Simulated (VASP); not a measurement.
Input of a VASP 6.6.1 run:

run.py

```python
from ase.calculators.vasp import Vasp
from ase.dft.bandgap import bandgap
from ase.io import read

atoms = read('Zn.xyz')
calc = Vasp(
    directory='calc',
    xc='rpbe',
    pp='PBE',
    setups='materialsproject',
    prec='Accurate',
    encut=520,
    ediff=1e-06,
    ismear=0,
    sigma=0.05,
    lreal=False,
    lasph=True,
    nelm=100,
    algo='Fast',
    isif=2,
    lwave=False,
    lcharg=True,
    lelf=True,
    lvhar=True,
    kpts=[12, 12, 12],
    gamma=True,
)
atoms.calc = calc

print('energy (eV):', atoms.get_potential_energy())
print('free energy (eV):', atoms.get_potential_energy(force_consistent=True))
print('forces (eV/A):')
print(atoms.get_forces())
print('stress (eV/A^3, Voigt):', atoms.get_stress())
print('Fermi level (eV):', calc.get_fermi_level())
gap, top, bottom = bandgap(calc)
print('band gap (eV):', gap, 'from (spin, k, band)', top, 'to', bottom)
```

The input Zn.xyz:

```xyz
1
Lattice="0.0000000000 1.9647760000 1.9647760000 1.9647760000 0.0000000000 1.9647760000 1.9647760000 1.9647760000 0.0000000000" Properties=species:S:1:pos:R:3 pbc="T T T"
Zn     0.0000000000      0.0000000000      0.0000000000
```

Potentials or basis: VASP PAW PBE potentials, release 64 (Zn).

Run with:

```bash
$ python run.py
```

**Question.** Predict the pressure.

**Answer.** 3.0 GPa.

**Question.** Predict the band gap on the k mesh.

**Answer.** None (metal or under the smearing width).

Caveat: the PAW data sets were made with another functional, which shifts forces and pressure a little.
